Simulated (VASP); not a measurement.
Ni:

```xyz
2
Lattice="2.4887 0.0000 0.0000 -1.2444 2.1553 0.0000 0.0000 0.0000 4.0641" Properties=species:S:1:pos:R:3 pbc="T T T"
Ni    0.0000    1.4369    1.0160
Ni    1.2444    0.7184    3.0481
```

This isn't the form of Ni at room conditions, which is fcc.

```yaml
Program: VASP 6.6.1
Task: relaxation of cell and atoms
Functional: PBEsol
Potentials_or_basis: VASP PAW PBE potentials, release 64 (Ni)
Cutoff: 600 eV
k_mesh: 21 × 21 × 10
Occupations: gaussian, width 0.1 eV
Spin: collinear spin, ferromagnetic start
Starting_moments: "[1.0, 1.0] μB"
```

At the start: pressure -9.3 GPa; volume 10.90 Å³/atom.

Question: Where does the relaxation end?

Answer: Over 11 steps the energy falls by 15.3 meV/atom and the volume is 10.40 Å³/atom (-4.6 %); space group P6_3/mmc (No. 194, to 0.05 Å); moment 1.24 μB per cell.

Step by step:
```csv
step,energy change (eV),largest force (eV/Å),pressure (GPa),volume (Å³)
1,0.0000,0.0000,-9.31,21.80
2,0.0025,0.0000,11.72,19.86
3,-0.0304,0.0000,-0.07,20.81
4,-0.0303,0.0000,0.16,20.79
5,-0.0305,0.0000,0.16,20.79
6,-0.0305,0.0000,0.15,20.79
7,-0.0305,0.0000,0.15,20.79
8,-0.0305,0.0000,0.15,20.79
9,-0.0305,0.0000,0.15,20.79
10,-0.0305,0.0000,-0.15,20.82
11,-0.0305,0.0000,0.01,20.81
```

Final structure:
```
Ni
1.0
     2.44538    0.00000    0.00000
    -1.22269    2.11776    0.00000
     0.00000    0.00000    4.01758
Ni
2
Direct
  0.33333 0.66667 0.25000
  0.66667 0.33333 0.75000
```

Caveat: the PAW data sets were made with another functional, which shifts forces and pressure a little.
